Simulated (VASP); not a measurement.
Crystal: SnTe.

```xyz
2
Lattice="0.0000 3.1509 3.1509 3.1509 0.0000 3.1509 3.1509 3.1509 0.0000" Properties=species:S:1:pos:R:3 pbc="T T T"
Sn    0.0000    0.0000    0.0000
Te    3.1509    3.1509    3.1509
```

```yaml
Program: VASP 6.6.1
Task: relaxation of cell and atoms
Functional: PBE
Potentials_or_basis: VASP PAW PBE potentials, release 64 (Sn_d, Te)
Cutoff: 520 eV
k_mesh: 7 × 7 × 7
Occupations: gaussian, width 0.1 eV
Spin: no spin polarisation
```

At the start: pressure 2.2 GPa; volume 31.28 Å³/atom.

**Question.** How do energy, volume and symmetry change on relaxing?

**Answer.** Over 3 steps the energy falls by 10.4 meV/atom and the volume is 32.87 Å³/atom (+5.1 %); space group Fm-3m (No. 225, to 0.05 Å).

The path:
```csv
step,energy change (eV),largest force (eV/Å),pressure (GPa),volume (Å³)
1,0.0000,0.0000,2.17,62.56
2,-0.0196,0.0000,-0.43,66.48
3,-0.0207,0.0000,-0.02,65.74
```

Final structure:
```cif
data_structure
_symmetry_space_group_name_H-M 'P 1'
_symmetry_Int_Tables_number 1
_cell_length_a 4.5301
_cell_length_b 4.5301
_cell_length_c 4.5301
_cell_angle_alpha 60.000
_cell_angle_beta 60.000
_cell_angle_gamma 60.000
_cell_volume 65.74
loop_
_atom_site_label
_atom_site_type_symbol
_atom_site_fract_x
_atom_site_fract_y
_atom_site_fract_z
_atom_site_occupancy
Sn1 Sn 0.00000 0.00000 0.00000 1
Te1 Te 0.50000 0.50000 0.50000 1
```
